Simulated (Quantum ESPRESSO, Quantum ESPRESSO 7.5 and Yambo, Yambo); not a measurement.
# BN (Qingsongite): G0W0 with Yambo, start to end

How does a plane-wave GW calculation on BN (Qingsongite) run from the first input to the gap?

Main program and level: Quantum ESPRESSO 7.5 and Yambo 5.3.0; PBE and many-body steps on it, plane waves.

**1. Starting point**

Symmetry: F-43m, No. 216, cubic system. The conventional cell has a = 3.615 Å, b = 3.615 Å, c = 3.615 Å, α = 90.00°, β = 90.00°, γ = 90.00°. B has 4 N at 1.57 Å nearest. N has 4 B at 1.57 Å nearest. Farther neighbours and most contacts between anions are not listed.

Structure file:

```cif
data_structure
_symmetry_space_group_name_H-M 'F-43m'
_symmetry_Int_Tables_number 216
_cell_length_a 3.6150
_cell_length_b 3.6150
_cell_length_c 3.6150
_cell_angle_alpha 90.000
_cell_angle_beta 90.000
_cell_angle_gamma 90.000
_cell_volume 47.24
loop_
_atom_site_label
_atom_site_type_symbol
_atom_site_symmetry_multiplicity
_atom_site_Wyckoff_symbol
_atom_site_fract_x
_atom_site_fract_y
_atom_site_fract_z
_atom_site_occupancy
B1 B 4 a 0.00000 0.00000 0.00000 1
N1 N 4 d 0.25000 0.25000 0.75000 1
```

The cell and positions come from the Crystallography Open Database and are kept as given unless a step says otherwise.

**2. Ground state**

This step: Quantum ESPRESSO 7.5; DFT, PBE, plane waves, norm-conserving pseudopotentials.

The ground-state density comes first.

Contents of pw.in:

```
&control
  calculation = 'scf'
  prefix = 'x'
  outdir = 'o'
  pseudo_dir = 'pseudo'
/
&system
  ibrav = 0
  nat = 2
  ntyp = 2
  ecutwfc = 72.0
  nbnd = 9
  force_symmorphic = .true.
/
&electrons
  conv_thr = 1e-10
  electron_maxstep = 80
  mixing_beta = 0.5
/
ATOMIC_SPECIES
  B 10.81 B.upf
  N 14.007 N.upf
CELL_PARAMETERS angstrom
  -0.0000000000 1.8075000000 1.8075000000
  1.8075000000 0.0000000000 1.8075000000
  1.8075000000 1.8075000000 -0.0000000000
ATOMIC_POSITIONS crystal
  B 0.0000000000 0.0000000000 0.0000000000
  N 0.2500000000 0.2500000000 0.2500000000
K_POINTS automatic
  10 10 10 0 0 0
```

On the command line:

```bash
> OMP_NUM_THREADS=1 mpirun -n 4 pw.x -nk 4 -in pw.in > pw.out
```

What it wrote:

```text
Program PWSCF v.7.5 starts

     This program is part of the open-source Quantum ESPRESSO suite
     for quantum simulation of materials; please cite
         "P. Giannozzi et al., J. Phys.:Condens. Matter 21 395502 (2009);
         "P. Giannozzi et al., J. Phys.:Condens. Matter 29 465901 (2017);
         "P. Giannozzi et al., J. Chem. Phys. 152 154105 (2020);
     in publications or presentations arising from this work. More details at
     Message from routine setup:
     using ibrav=0 with symmetry is DISCOURAGED, use correct ibrav instead

     G-vector sticks info

     bravais-lattice index     =            0
     lattice parameter (alat)  =       4.8305  a.u.
     unit-cell volume          =      79.7006 (a.u.)^3
     number of atoms/cell      =            2
     number of atomic types    =            2
     number of electrons       =         8.00
     number of Kohn-Sham states=            9
     kinetic-energy cutoff     =      72.0000  Ry
     charge density cutoff     =     288.0000  Ry
     scf convergence threshold =      1.0E-10
     mixing beta               =       0.5000
     number of iterations used =            8  plain     mixing
     Exchange-correlation= PBE
                           (   1   4   3   4   0   0   0)

     celldm(1)=   4.830501  celldm(2)=   0.000000  celldm(3)=   0.000000
     celldm(4)=   0.000000  celldm(5)=   0.000000  celldm(6)=   0.000000

     crystal axes: (cart. coord. in units of alat)
               a(1) = (  -0.000000   0.707107   0.707107 )
               a(2) = (   0.707107   0.000000   0.707107 )
               a(3) = (   0.707107   0.707107  -0.000000 )

     reciprocal axes: (cart. coord. in units 2 pi/alat)
               b(1) = ( -0.707107  0.707107  0.707107 )
               b(2) = (  0.707107 -0.707107  0.707107 )
               b(3) = (  0.707107  0.707107 -0.707107 )
     Pseudo is Norm-conserving + core correction, Zval =  3.0
     Generated using ONCVPSP code by D. R. Hamann
     Using radial grid of 1534 points,  4 beta functions with:
     Pseudo is Norm-conserving + core correction, Zval =  5.0
     Generated using ONCVPSP code by D. R. Hamann
     Using radial grid of 1058 points,  4 beta functions with:
     B                 3.00    10.81000     B ( 1.00)
     N                 5.00    14.00700     N ( 1.00)

     24 Sym. Ops. (no inversion) found

   Cartesian axes

     site n.     atom                  positions (alat units)
         1        B      tau(   1) = (   0.0000000   0.0000000   0.0000000  )
         2        N      tau(   2) = (   0.3535534   0.3535534   0.3535534  )

     number of k points=    47
                       cart. coord. in units 2pi/alat
        k(    1) = (   0.0000000   0.0000000   0.0000000), wk =   0.0020000
        k(    2) = (   0.0707107   0.0707107  -0.0707107), wk =   0.0160000
        k(    3) = (   0.1414214   0.1414214  -0.1414214), wk =   0.0160000
        k(    4) = (   0.2121320   0.2121320  -0.2121320), wk =   0.0160000
        k(    5) = (   0.2828427   0.2828427  -0.2828427), wk =   0.0160000
        k(    6) = (  -0.3535534  -0.3535534   0.3535534), wk =   0.0080000
        k(    7) = (   0.1414214  -0.0000000   0.0000000), wk =   0.0120000
        k(    8) = (   0.2121320   0.0707107  -0.0707107), wk =   0.0480000
        k(    9) = (   0.2828427   0.1414214  -0.1414214), wk =   0.0480000
        k(   10) = (   0.3535534   0.2121320  -0.2121320), wk =   0.0480000
     [... 35 further rows ...]
        k(   46) = (  -0.0707107  -0.3535534   0.6363961), wk =   0.0480000
        k(   47) = (  -0.7071068   0.2828427   0.0000000), wk =   0.0240000

     Dense  grid:     6615 G-vectors     FFT dimensions: (  27,  27,  27)

     Initial potential from superposition of free atoms

     starting charge       7.9997, renormalised to       8.0000
     Starting wfcs are    8 randomized atomic wfcs +    1 random wfcs

     per-process dynamical memory:     9.4 Mb

     Self-consistent Calculation

     iteration #  1     ecut=    72.00 Ry     beta= 0.50

     total energy              =     -26.76617838 Ry
     estimated scf accuracy    <       0.21319777 Ry

     iteration #  2     ecut=    72.00 Ry     beta= 0.50

     total energy              =     -26.80345313 Ry
     estimated scf accuracy    <       0.02067927 Ry

     iteration #  3     ecut=    72.00 Ry     beta= 0.50

     total energy              =     -26.80510279 Ry
     estimated scf accuracy    <       0.00335413 Ry

     iteration #  4     ecut=    72.00 Ry     beta= 0.50

     total energy              =     -26.80524845 Ry
     estimated scf accuracy    <       0.00004919 Ry

     iteration #  5     ecut=    72.00 Ry     beta= 0.50

     total energy              =     -26.80525910 Ry
     estimated scf accuracy    <       0.00000712 Ry

     iteration #  6     ecut=    72.00 Ry     beta= 0.50

     total energy              =     -26.80526036 Ry
     estimated scf accuracy    <       0.00000002 Ry

     iteration #  7     ecut=    72.00 Ry     beta= 0.50

     total energy              =     -26.80526038 Ry
     estimated scf accuracy    <       0.00000002 Ry

     iteration #  8     ecut=    72.00 Ry     beta= 0.50

     total energy              =     -26.80526038 Ry
     estimated scf accuracy    <          2.6E-10 Ry

     iteration #  9     ecut=    72.00 Ry     beta= 0.50

     End of self-consistent calculation

          k = 0.0000 0.0000 0.0000 (   869 PWs)   bands (ev):

    -9.0548  11.1555  11.1555  11.1555  20.0337  20.0337  20.0337  21.5215
    35.9011

          k = 0.0707 0.0707-0.0707 (   845 PWs)   bands (ev):

    -8.8117   9.8911  10.9021  10.9021  20.3025  20.4162  20.4162  22.3128
    35.6286

          k = 0.1414 0.1414-0.1414 (   827 PWs)   bands (ev):

    -8.0960   7.1806  10.3308  10.3308  20.6759  21.2102  21.2102  23.9653
    34.9452

          k = 0.2121 0.2121-0.2121 (   827 PWs)   bands (ev):

     [... further k-points ...]

     highest occupied, lowest unoccupied level (ev):    11.1555   15.6904

!    total energy              =     -26.80526038 Ry
     estimated scf accuracy    <          4.0E-11 Ry

     The total energy is the sum of the following terms:
     one-electron contribution =       4.69584400 Ry
     hartree contribution      =       3.58366423 Ry
     xc contribution           =      -8.74398271 Ry
     ewald contribution        =     -26.34078590 Ry

     convergence has been achieved in   9 iterations

     XML data file, charge density, pseudopotentials, collected wavefunctions

=------------------------------------------------------------------------------=
   JOB DONE.
=------------------------------------------------------------------------------=
```

Elapsed: 2.3 s, on 4 MPI ranks of Arm Neoverse V1, shared host; peak memory 0.17 GiB.

This step gave:

| Item | Value |
| --- | --- |
| total energy | -364.7041 eV |
| gap | 4.535 eV |
| k of the valence top | 0, 0, 0 |
| k of the conduction bottom | 0, -0.5, -0.5 |
| least direct gap | 8.878 eV |

The gap is indirect, with the least direct gap 4.34 eV higher.

**3. Bands along the symmetry lines**

The cheap functional maps the bands first; the places of the edges decide which points the dearer methods must see.

Contents of pw.in:

```
&control
  calculation = 'bands'
  prefix = 'x'
  outdir = 'o'
  pseudo_dir = 'pseudo'
/
&system
  ibrav = 0
  nat = 2
  ntyp = 2
  ecutwfc = 72.0
  nbnd = 10
  force_symmorphic = .true.
/
&electrons
  conv_thr = 1e-9
  electron_maxstep = 80
  diago_full_acc = .true.
  diago_thr_init = 5e-6
/
ATOMIC_SPECIES
  B 10.81 B.upf
  N 14.007 N.upf
CELL_PARAMETERS angstrom
  -0.0000000000 1.8075000000 1.8075000000
  1.8075000000 0.0000000000 1.8075000000
  1.8075000000 1.8075000000 -0.0000000000
ATOMIC_POSITIONS crystal
  B 0.0000000000 0.0000000000 0.0000000000
  N 0.2500000000 0.2500000000 0.2500000000
K_POINTS crystal
  50
  0.00000000 0.00000000 0.00000000 1
  -0.06250000 -0.06250000 0.00000000 1
  -0.12500000 -0.12500000 0.00000000 1
  -0.18750000 -0.18750000 0.00000000 1
  -0.25000000 -0.25000000 0.00000000 1
  -0.31250000 -0.31250000 0.00000000 1
  -0.37500000 -0.37500000 0.00000000 1
  -0.43750000 -0.43750000 0.00000000 1
  -0.50000000 -0.50000000 0.00000000 1
  -0.48437500 -0.48437500 0.03125000 1
  -0.46875000 -0.46875000 0.06250000 1
  -0.45312500 -0.45312500 0.09375000 1
  -0.43750000 -0.43750000 0.12500000 1
  -0.42187500 -0.42187500 0.15625000 1
  -0.40625000 -0.40625000 0.18750000 1
  -0.39062500 -0.39062500 0.21875000 1
  -0.37500000 -0.37500000 0.25000000 1
  -0.37500000 0.00000000 0.37500000 1
  -0.32812500 0.00000000 0.32812500 1
  -0.28125000 0.00000000 0.28125000 1
  -0.23437500 0.00000000 0.23437500 1
  -0.18750000 0.00000000 0.18750000 1
  -0.14062500 0.00000000 0.14062500 1
  -0.09375000 0.00000000 0.09375000 1
  -0.04687500 0.00000000 0.04687500 1
  0.00000000 0.00000000 0.00000000 1
  0.00000000 0.00000000 0.06250000 1
  0.00000000 0.00000000 0.12500000 1
  0.00000000 0.00000000 0.18750000 1
  0.00000000 0.00000000 0.25000000 1
  0.00000000 0.00000000 0.31250000 1
  0.00000000 0.00000000 0.37500000 1
  0.00000000 0.00000000 0.43750000 1
  -0.00000000 -0.00000000 0.50000000 1
  -0.06250000 -0.03125000 0.46875000 1
  -0.12500000 -0.06250000 0.43750000 1
  -0.18750000 -0.09375000 0.40625000 1
  -0.25000000 -0.12500000 0.37500000 1
  -0.31250000 -0.15625000 0.34375000 1
  -0.37500000 -0.18750000 0.31250000 1
  -0.43750000 -0.21875000 0.28125000 1
  -0.50000000 -0.25000000 0.25000000 1
  -0.50000000 -0.28125000 0.21875000 1
  -0.50000000 -0.31250000 0.18750000 1
  -0.50000000 -0.34375000 0.15625000 1
  -0.50000000 -0.37500000 0.12500000 1
  -0.50000000 -0.40625000 0.09375000 1
  -0.50000000 -0.43750000 0.06250000 1
  -0.50000000 -0.46875000 0.03125000 1
  -0.50000000 -0.50000000 0.00000000 1
```

What it wrote:

```text
[banner, memory and clock lines left out]
Program PWSCF v.7.5 starts

     Atomic positions and unit cell read from directory:
     o/x.save/

     Message from routine setup:
     using ibrav=0 with symmetry is DISCOURAGED, use correct ibrav instead

     G-vector sticks info

     bravais-lattice index     =            0
     lattice parameter (alat)  =       4.8305  a.u.
     unit-cell volume          =      79.7006 (a.u.)^3
     number of atoms/cell      =            2
     number of atomic types    =            2
     number of electrons       =         8.00
     number of Kohn-Sham states=           10
     kinetic-energy cutoff     =      72.0000  Ry
     charge density cutoff     =     288.0000  Ry
     Exchange-correlation= PBE
                           (   1   4   3   4   0   0   0)

     celldm(1)=   4.830501  celldm(2)=   0.000000  celldm(3)=   0.000000
     celldm(4)=   0.000000  celldm(5)=   0.000000  celldm(6)=   0.000000

     crystal axes: (cart. coord. in units of alat)
               a(1) = (  -0.000000   0.707107   0.707107 )
               a(2) = (   0.707107   0.000000   0.707107 )
               a(3) = (   0.707107   0.707107  -0.000000 )

     reciprocal axes: (cart. coord. in units 2 pi/alat)
               b(1) = ( -0.707107  0.707107  0.707107 )
               b(2) = (  0.707107 -0.707107  0.707107 )
               b(3) = (  0.707107  0.707107 -0.707107 )
     Pseudo is Norm-conserving + core correction, Zval =  3.0
     Generated using ONCVPSP code by D. R. Hamann
     Using radial grid of 1534 points,  4 beta functions with:
     Pseudo is Norm-conserving + core correction, Zval =  5.0
     Generated using ONCVPSP code by D. R. Hamann
     Using radial grid of 1058 points,  4 beta functions with:
     B                 3.00    10.81000     B ( 1.00)
     N                 5.00    14.00700     N ( 1.00)

     24 Sym. Ops. (no inversion) found

   Cartesian axes

     site n.     atom                  positions (alat units)
         1        B      tau(   1) = (   0.0000000   0.0000000   0.0000000  )
         2        N      tau(   2) = (   0.3535534   0.3535534   0.3535534  )

     number of k points=    50
                       cart. coord. in units 2pi/alat
        k(    1) = (   0.0000000   0.0000000   0.0000000), wk =   0.0400000
        k(    2) = (   0.0000000   0.0000000  -0.0883883), wk =   0.0400000
        k(    3) = (   0.0000000   0.0000000  -0.1767767), wk =   0.0400000
[...]
[... 38 further rows ...]
        k(   49) = (   0.0441942  -0.0000000  -0.7071068), wk =   0.0400000
        k(   50) = (   0.0000000   0.0000000  -0.7071068), wk =   0.0400000

     Dense  grid:     6615 G-vectors     FFT dimensions: (  27,  27,  27)

     The potential is recalculated from file :
     o/x.save/charge-density

     Starting wfcs are    8 randomized atomic wfcs +    2 random wfcs

     Band Structure Calculation

     End of band structure calculation

          k = 0.0000 0.0000 0.0000 (   869 PWs)   bands (ev):

    -9.0548  11.1555  11.1555  11.1555  20.0337  20.0337  20.0337  21.5215
    35.9011  39.2726

          k = 0.0000 0.0000-0.0884 (   857 PWs)   bands (ev):

    -8.9278  10.8155  10.8352  10.8352  19.8241  20.4590  20.4590  21.9020
    35.1423  36.7893

          k = 0.0000 0.0000-0.1768 (   841 PWs)   bands (ev):

    -8.5501   9.9089  10.0461  10.0461  19.3628  21.5586  21.5586  22.6749
    32.1816  37.0834

          k = 0.0000-0.0000-0.2652 (   829 PWs)   bands (ev):

[...]
k = 0.0000 0.0000-0.3536 (   833 PWs)   bands (ev):

[...]
k =-0.0000 0.0000-0.4419 (   829 PWs)   bands (ev):

[...]
k = 0.0000-0.0000-0.5303 (   817 PWs)   bands (ev):

[...]
k = 0.0000-0.0000-0.6187 (   810 PWs)   bands (ev):

[...]
k = 0.0000 0.0000 0.0000 (   869 PWs)   bands (ev):

[...]
k = 0.2652 0.0000-0.7071 (   812 PWs)   bands (ev):

[...]
k = 0.0884-0.0000-0.7071 (   814 PWs)   bands (ev):

[...]
k = 0.0442-0.0000-0.7071 (   806 PWs)   bands (ev):

    -3.4542   2.2754   6.1761   6.1910  15.8382  20.6095  28.9582  29.0458
    31.8558  38.3072

          k = 0.0000 0.0000-0.7071 (   806 PWs)   bands (ev):

    -3.4651   2.2487   6.2483   6.2483  15.6904  20.4971  29.0656  29.0656
    31.9168  38.3936

     XML data file, pseudopotentials, collected wavefunctions
```

Wall time 1.4 s (4 MPI ranks); peak memory 0.05 GiB.

This step gave:

- gap: 4.535 eV
- k of the valence top: 0, 0, 0
- k of the conduction bottom: -0.5, -0.5, 0
- least direct gap: 8.878 eV

The gap is 4.535 eV, as in the run before at this level.

The electronic bands at the labelled points (eV, zero at the top of the highest filled band; v1 is the highest filled band, c1 the lowest empty one):

```
    point      v4      v3     v2     v1     c1     c2     c3     c4
        Γ  -20.21    0.00   0.00   0.00   8.88   8.88   8.88  10.37
  halfway  -18.25   -3.97  -3.01  -3.01   6.86  11.62  13.48  13.48
        X  -14.62   -8.91  -4.91  -4.91   4.53   9.34  17.91  17.91
  halfway  -14.55   -8.69  -5.96  -4.69   5.49  10.28  17.32  17.54
        U  -14.54   -8.12  -7.66  -4.08   6.98  12.95  15.84  16.68
jump to K  -14.54   -8.12  -7.66  -4.08   6.98  12.95  15.84  16.68
  halfway  -18.03   -5.73  -3.91  -1.12  10.71  10.76  11.24  13.58
        Γ  -20.21    0.00   0.00   0.00   8.88   8.88   8.88  10.37
  halfway  -18.73   -5.47  -1.13  -1.13   9.70  10.40  10.40  13.57
        L  -15.99  -10.68  -1.94  -1.94  10.21  10.78  10.78  15.26
  halfway  -15.29   -9.69  -4.82  -3.45   9.66  11.24  14.40  15.79
        W  -14.31   -7.58  -6.96  -6.50   9.65  13.35  14.61  14.69
  halfway  -14.47   -8.49  -5.77  -5.71   6.58  11.00  16.25  17.43
        X  -14.62   -8.91  -4.91  -4.91   4.53   9.34  17.91  17.91
```

The electronic bands as a text plot (rows in eV, shown from -8.0 to 10.5 only):

```
   10.1 |+ ++     +    +      ++ ++++ ++   +++++++++++        ++
    9.4 | +        ++++     ++     +++  +++++         ++++++    +
    8.6 |++                           ++                    +
    7.8 |  +++             +
    7.1 |     ++          +
    6.3 |       ++       +                                   +
    5.5 |         +    ++                                     +
    4.7 |          ++++                                        ++
    4.0 |
    3.2 |
    2.4 |
    1.7 |
    0.9 |
    0.1 |*                         ******
   -0.7 | *                      **  *  ****
   -1.4 |  **                   *  **       ****
   -2.2 |    *                ** ****    **     *****
   -3.0 |     **            **                      **
   -3.8 |     ****        **    ***        *         **
   -4.5 |         ********                            **
   -5.3 |       **    *       **            *           *     ***
   -6.1 |              **   **  *                      * * ***
   -6.8 |         *           **                        ****
   -7.6 |                ***                 **          ***
         Γ           X  U|K            Γ         L        W     X
```

[end of part 1 of 3]

[Paths, hosts, dates, memory and timing lines, banners, echoed tables and standing remarks are left out of the program output.]

[Logs are printed without paths, hosts, clocks, repeated set-up lines and the standing remarks that a program may print on its own settings, such as how far it seeks lower states.]

[Runs of the session that timed out or met a known fault of the program may be left out.]

[Hosts, paths, dates, database ids (printed as entryN), source tags and the programs' standing remarks are cut or masked in the printed files.]
